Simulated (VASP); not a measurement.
# TePb (Fm-3m) in VASP: a series of runs, part 2 of 2

VASP 6.6.1. The steps go on from the part before.

## (4) Relaxation of the atoms, r2SCAN (a relaxed cell with its volume scaled by 0.98)

INCAR

```
SYSTEM = TePb
PREC = Accurate
ENCUT = 600
EDIFF = 1E-7
ISMEAR = 0
SIGMA = 0.03
LREAL = .False.
LASPH = .True.
NELM = 80
ALGO = Normal
ISIF = 2
LWAVE = .False.
LCHARG = .False.
METAGGA = R2SCAN
LMIXTAU = .True.
IBRION = 2
NSW = 40
EDIFFG = -0.01
```

KPOINTS

```
Automatic mesh
0
Gamma
  8 8 8
  0 0 0
```

POSCAR

```
TePb                                    
1.0
    0.0000000000      3.2457108240      3.2457108240
    3.2457108240      0.0000000000      3.2457108240
    3.2457108240      3.2457108240      0.0000000000
  Te              Pb            
     1     1
Direct
     0.5000000000000000    0.5000000000000000    0.5000000000000000
     0.0000000000000000    0.0000000000000000    0.0000000000000000
```

Potentials or basis: VASP PAW PBE potentials, release 64 (Te, Pb_d).

The run is started by

```sh
$ cat potpaw_PBE.64/Te/POTCAR potpaw_PBE.64/Pb_d/POTCAR > POTCAR
$ mpirun -np 1 vasp_std > vasp.out
```

OUTCAR:

```text
SYSTEM = TePb
   PREC = Accurate
   ENCUT = 600
   EDIFF = 1E-7
   ISMEAR = 0
   LREAL = .False.
   LASPH = .True.
   NELM = 80
   ISIF = 2
   METAGGA = R2SCAN
   IBRION = 2
   NSW = 40
   EDIFFG = -0.01

 ion  position               nearest neighbor table
   1  0.500  0.500  0.500-   2 3.25   2 3.25   2 3.25   2 3.25   2 3.25   2 3.25
   2  0.000  0.000  0.000-   1 3.25   1 3.25   1 3.25   1 3.25   1 3.25   1 3.25

  LATTYP: Found a face centered cubic cell.
 ALAT       =     6.4914216480

  Lattice vectors:

 A1 = (   0.0000000000,   3.2457108240,   3.2457108240)
 A2 = (   3.2457108240,   0.0000000000,   3.2457108240)
 A3 = (   3.2457108240,   3.2457108240,   0.0000000000)

Analysis of symmetry for initial positions (statically):
=====================================================================
 Subroutine PRICEL returns:
 Original cell was already a primitive cell.

 Routine SETGRP: Setting up the symmetry group for a
 face centered cubic supercell.

 Subroutine GETGRP returns: Found 48 space group operations
 (whereof 48 operations were pure point group operations)
 out of a pool of 48 trial point group operations.

[... 172 lines left out ...]
 k-point     1 :       0.0000    0.0000    0.0000
  band No.  band energies     occupation
      1     -12.0174      2.00000
      2     -12.0174      2.00000
      3     -12.0065      2.00000
      4     -12.0065      2.00000
      5     -12.0065      2.00000
      6      -7.0650      2.00000
      7      -0.3349      2.00000
      8       3.8936      2.00000
      9       3.8936      2.00000
     10       3.8936      2.00000
     11       9.6702      0.00000
     12       9.6702      0.00000
     13       9.6702      0.00000
     14      11.5480      0.00000
[... 377 lines left out ...]
      1     -12.0478      2.00000
      2     -12.0260      2.00000
      3     -12.0006      2.00000
      4     -11.9953      2.00000
      5     -11.9876      2.00000
      6      -5.3915      2.00000
      7      -3.2160      2.00000
      8       2.5087      2.00000
      9       2.7202      2.00000
     10       4.8205      2.00000
     11       6.9037      0.00000
     12       9.1568      0.00000
     13       9.5867      0.00000
     14      12.5844      0.00000

 [... further k-points ...]
[... 5 lines left out ...]
  --------------------------------------------------------------------------------------
  -------------------------------------------------------------------------------------
  Total        0.3838193      0.3838193      0.3838193     -0.0000000      0.0000000     -0.0000000
  in kB        8.9924487      8.9924487      8.9924487     -0.0000000      0.0000000     -0.0000000
  external PRESSURE =       8.9924487 kB  Pullay stress =       0.0000000 kB

 VOLUME and BASIS-vectors are now :
 -----------------------------------------------------------------------------
  energy-cutoff  :      600.00
  volume of cell :       68.38
      direct lattice vectors                 reciprocal lattice vectors
     0.000000000  3.245710824  3.245710824    -0.154049460  0.154049460  0.154049460
     3.245710824  0.000000000  3.245710824     0.154049460 -0.154049460  0.154049460
     3.245710824  3.245710824  0.000000000     0.154049460  0.154049460 -0.154049460

 POSITION                                       TOTAL-FORCE (eV/Angst)
 -----------------------------------------------------------------------------------
      3.24571      3.24571      3.24571         0.000000      0.000000      0.000000
      0.00000      0.00000      0.00000         0.000000      0.000000      0.000000
 -----------------------------------------------------------------------------------
    total drift:                                0.000000     -0.000000     -0.000000

  FREE ENERGIE OF THE ION-ELECTRON SYSTEM (eV)
  ---------------------------------------------------
  free  energy   TOTEN  =       -82.7026450527 eV

  energy  without entropy=      -82.7026450527  energy(sigma->0) =      -82.70264505

 reached required accuracy - stopping structural energy minimisation
```

OSZICAR:

```text
N       E                     dE             d eps       ncg     rms          rms(c)
DAV:   1     0.852601055295E+02    0.85260E+02   -0.10386E+04   812   0.158E+03
DAV:   2    -0.747561253637E+02   -0.16002E+03   -0.15726E+03   848   0.362E+02
DAV:   3    -0.867688887134E+02   -0.12013E+02   -0.11822E+02  1100   0.104E+02
DAV:   4    -0.870705200712E+02   -0.30163E+00   -0.30153E+00   938   0.200E+01
[... 14 lines left out ...]
DAV:  19    -0.827026415018E+02   -0.20698E-05   -0.15050E-05   986   0.598E-02    0.136E-02
DAV:  20    -0.827026451295E+02   -0.36277E-05   -0.59946E-06   830   0.296E-02    0.234E-02
DAV:  21    -0.827026452421E+02   -0.11260E-06   -0.83023E-07   956   0.140E-02    0.138E-02
DAV:  22    -0.827026450004E+02    0.24172E-06   -0.67987E-07   932   0.135E-02    0.312E-03
DAV:  23    -0.827026450527E+02   -0.52305E-07   -0.51145E-08   412   0.261E-03
   1 F= -.82702645E+02 E0= -.82702645E+02  d E =-.827026E+02
```

CONTCAR:

```text
TePb
   1.00000000000000
     0.0000000000000000    3.2457108240000001    3.2457108240000001
     3.2457108240000001    0.0000000000000000    3.2457108240000001
     3.2457108240000001    3.2457108240000001    0.0000000000000000
  Te              Pb
     1     1
Direct
     0.5000000000000000    0.5000000000000000    0.5000000000000000
     0.0000000000000000    0.0000000000000000    0.0000000000000000

  0.00000000E+00  0.00000000E+00  0.00000000E+00
  0.00000000E+00  0.00000000E+00  0.00000000E+00
```

Run time: 2.3 min. Hardware: 1 thread of Intel Xeon Platinum 8488C (Sapphire Rapids), shared host; peak memory 0.27 GiB.

What came out:

```
Free energy             : -82.7026 eV
Pressure after relaxing : 0.9 GPa
Band gap on the k mesh  : 1.05 eV, direct
```

Final structure:
```
Te Pb
1.0
     0.00000    3.24571    3.24571
     3.24571    0.00000    3.24571
     3.24571    3.24571    0.00000
Te Pb
1 1
Direct
  0.50000 0.50000 0.50000
  0.00000 0.00000 0.00000
```

Caveat: the relaxation stopped at its first step, so nothing moved; the PAW data sets were made with another functional, which shifts forces and pressure a little; spin-orbit coupling is left out, which as a rule narrows the gap of such compounds by several tenths of an eV. A k mesh can miss the band edges.

## (5) Summary

```csv
cell,gap on the mesh (eV),pressure (GPa)
atoms relaxed from: a relaxed cell with its volume scaled by 0.94,0.96,3.0
atoms relaxed from: a relaxed cell with its volume scaled by 0.96,1.01,1.9
atoms relaxed from: a relaxed cell with its volume scaled by 0.98,1.05,0.9
```

Alike in all rows: task relaxation of the atoms; level r2SCAN; potentials or basis VASP PAW PBE potentials, release 64 (Te, Pb_d); no spin polarisation; k mesh 8 × 8 × 8; cutoff (eV) 600; smearing gaussian 0.03 eV.

Caveats: the relaxation stopped at its first step, so nothing moved; the PAW data sets were made with another functional, which shifts forces and pressure a little; spin-orbit coupling is left out, which as a rule narrows the gap of such compounds by several tenths of an eV.

Absolute energies hang on the potentials; compare differences alone.
